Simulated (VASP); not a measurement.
# AgI (P6_3mc) in VASP: notebook, part 2 of 2

VASP 6.6.1. The steps go on from the part before.

## (4) Single point, PBEsol

INCAR reads:

```
SYSTEM = AgI
PREC = Accurate ; ENCUT = 520
EDIFF = 1E-6 ; ISMEAR = 0
SIGMA = 0.01 ; LREAL = .FALSE.
LASPH = .TRUE. ; NELM = 100
ALGO = Normal ; ISIF = 2
LWAVE = .FALSE. ; LCHARG = .FALSE.
GGA = PS ; NBANDS = 26
```

KPOINTS reads:

```
Automatic mesh
0
G
  6 6 2
  0 0 0
```

POSCAR reads:

```
AgI
1.0
    4.6508717364      0.0000000000      0.0000000000
   -2.3254358682      4.0277730735      0.0000000000
    0.0000000000      0.0000000000      7.5992966317
Ag I
2 2
Direct
    0.3333333333      0.6666666667      0.0000048555
    0.6666666667      0.3333333333      0.5000048555
    0.3333333333      0.6666666667      0.3749951445
    0.6666666667      0.3333333333      0.8749951445
```

Potentials or basis: VASP PAW PBE potentials, release 64 (Ag, I).

The run is started by

```console
> cat potpaw_PBE.64/Ag/POTCAR potpaw_PBE.64/I/POTCAR > POTCAR
> mpirun -np 1 vasp_std > vasp.out
```

OUTCAR:

```text
SYSTEM = AgI
   PREC = Accurate
   ENCUT = 520
   EDIFF = 1E-6
   ISMEAR = 0
   LREAL = .FALSE.
   LASPH = .TRUE.
   NELM = 100
   ISIF = 2
   GGA = PS

 ion  position               nearest neighbor table
   1  0.333  0.667  0.000-   4 2.85   4 2.85   4 2.85   3 2.85
   2  0.667  0.333  0.500-   3 2.85   3 2.85   3 2.85   4 2.85
   3  0.333  0.667  0.375-   2 2.85   2 2.85   2 2.85   1 2.85
   4  0.667  0.333  0.875-   1 2.85   1 2.85   1 2.85   2 2.85

  LATTYP: Found a hexagonal cell.
 ALAT       =     4.6508717364
 C/A-ratio  =     1.6339510230

  Lattice vectors:

 A1 = (   4.6508717364,   0.0000000000,   0.0000000000)
 A2 = (  -2.3254358682,   4.0277730735,   0.0000000000)
 A3 = (   0.0000000000,   0.0000000000,   7.5992966317)

Analysis of symmetry for initial positions (statically):
=====================================================================
 Subroutine PRICEL returns:
 Original cell was already a primitive cell.

 Routine SETGRP: Setting up the symmetry group for a
 hexagonal supercell.

 Subroutine GETGRP returns: Found 12 space group operations
 (whereof  6 operations were pure point group operations)
 out of a pool of 24 trial point group operations.

The static configuration has the point symmetry C_3v.
 The point group associated with its full space group is C_6v.

Analysis of symmetry for dynamics (positions and initial velocities):
=====================================================================
 Subroutine PRICEL returns:
 Original cell was already a primitive cell.

 Routine SETGRP: Setting up the symmetry group for a
 hexagonal supercell.

 Subroutine GETGRP returns: Found 12 space group operations
 (whereof  6 operations were pure point group operations)
 out of a pool of 24 trial point group operations.

The dynamic configuration has the point symmetry C_3v.
 The point group associated with its full space group is C_6v.

 Subroutine INISYM returns: Found 12 space group operations
 (whereof  6 operations are pure point group operations),
 and found     1 'primitive' translations

[... 108 lines left out ...]
  volume/ion in A,a.u.               =      35.59       240.16
  Fermi-wavevector in a.u.,A,eV,Ry     =   1.035265  1.956367 14.582357  1.071773
  Thomas-Fermi vector in A             =   2.169600
   LORBIT       =      0    0 simple, 1 ext, 2 COOP (PROOUT), +10 PAW based schemes
   GGA     = PS    functional components
   LHFCALC =     F    Hartree Fock is set to
   AEXX    =    0.0000 exact exchange contribution
   IVDW    =     0    specifies the selected vdW correction
   LEPSILON=     F    determine dielectric tensor
   LRPA    =     F    only Hartree local field effects (RPA)
 non-spin polarized calculation
 Gauss-broadening in eV      SIGMA  =   0.01
  energy-cutoff  :      520.00
  volume of cell :      142.36
 maximum number of plane-waves:      3861
 NGX is ok and might be reduce to    36
   NGX = 17   NGY = 17   NGZ = 29

 number of electron      35.9999995 magnetization

 Free energy of the ion-electron system (eV)
  ---------------------------------------------------
  ext. energy  EPLUGINS =         0.00000000
  ---------------------------------------------------
  free energy    TOTEN  =       -10.86087023 eV

  energy without entropy =      -10.86087023  energy(sigma->0) =      -10.86087023

 E-fermi :   2.6299     XC(G=0):  -8.4495

 val. band max:        2.5858650958   @ k =   0.0000   0.0000   0.0000
 cond. band min:       3.8225869756   @ k =   0.0000   0.0000   0.0000
 fundamental gap:      1.2367218798
 Fermi energy:         2.6299231882

 k-point     1 :       0.0000    0.0000    0.0000
  band No.  band energies     occupation
      1     -10.0539      2.00000
      2      -9.7885      2.00000
      3      -1.4078      2.00000
      4      -1.4065      2.00000
      5      -1.4065      2.00000
      6      -1.3553      2.00000
[... 395 lines left out ...]
     25      10.6961      0.00000
     26      10.6962      0.00000

------------------------ aborting loop because EDIFF is reached ----------------------------------------

  FORCE on cell =-STRESS in cart. coord.  units (eV):
  Direction    XX          YY          ZZ          XY          YZ          ZX
  --------------------------------------------------------------------------------------
  -------------------------------------------------------------------------------------
  Total       -1.5624327     -1.5624327     -1.5923453      0.0000000      0.0000000     -0.0000000
  in kB      -17.5848694    -17.5848694    -17.9215303      0.0000000      0.0000000     -0.0000000
  external PRESSURE =     -17.6970897 kB  Pullay stress =       0.0000000 kB

 VOLUME and BASIS-vectors are now :
 -----------------------------------------------------------------------------
  energy-cutoff  :      520.00
  volume of cell :      142.36
      direct lattice vectors                 reciprocal lattice vectors
     4.650871736  0.000000000  0.000000000     0.215013455  0.124138076  0.000000000
    -2.325435868  4.027773073  0.000000000     0.000000000  0.248276152  0.000000000
     0.000000000  0.000000000  7.599296632     0.000000000  0.000000000  0.131591126

 POSITION                                       TOTAL-FORCE (eV/Angst)
 -----------------------------------------------------------------------------------
     -0.00000      2.68518      0.00004        -0.000000      0.000000     -0.006088
      2.32544      1.34259      3.79969         0.000000     -0.000000     -0.006088
     -0.00000      2.68518      2.84970         0.000000      0.000000      0.006088
      2.32544      1.34259      6.64935         0.000000     -0.000000      0.006088
 -----------------------------------------------------------------------------------
    total drift:                               -0.000000      0.000000      0.000657

  FREE ENERGIE OF THE ION-ELECTRON SYSTEM (eV)
  ---------------------------------------------------
  free  energy   TOTEN  =       -10.8608702290 eV

  energy  without entropy=      -10.8608702290  energy(sigma->0) =      -10.86087023
```

Run time: 32 s. Hardware: 1 thread of AMD EPYC 9R45 (Zen 5), shared host; peak memory 0.25 GiB.

What came out:

```
Free energy            : -10.8609 eV
Pressure               : -1.8 GPa
Largest force          : 0.006 eV/Å
Band gap on the k mesh : 1.24 eV, direct
```

Forces in eV/Å, atoms in the order of the input:
```
Ag   0.000  0.000 -0.006
Ag   0.000  0.000 -0.006
I    0.000  0.000  0.006
I    0.000  0.000  0.006
```

Levels at points of the mesh, in eV from the valence-band top:
```tsv
k point	band 14	band 15	band 16	band 17	band 18	band 19	band 20	band 21	band 22	band 23
(0.00, 0.00, 0.00)	-0.67	-0.67	-0.06	0.00	0.00	1.24	2.55	5.73	5.73	5.89
(0.50, 0.00, 0.00)	-2.50	-2.08	-1.68	-0.97	-0.67	3.23	3.54	4.77	5.74	6.21
(0.00, 0.00, 0.50)	-1.63	-0.35	-0.35	-0.35	-0.35	2.54	2.54	5.54	5.54	6.03
(0.50, 0.00, 0.50)	-2.68	-1.17	-1.17	-1.16	-1.16	3.19	3.19	4.82	4.82	7.18
```

Caveat: the PAW data sets were made with another functional, which shifts forces and pressure a little; spin-orbit coupling is left out, which moves the levels of the heavy elements. Expect the measured gap to be larger: semilocal functionals such as PBEsol lack the derivative discontinuity.
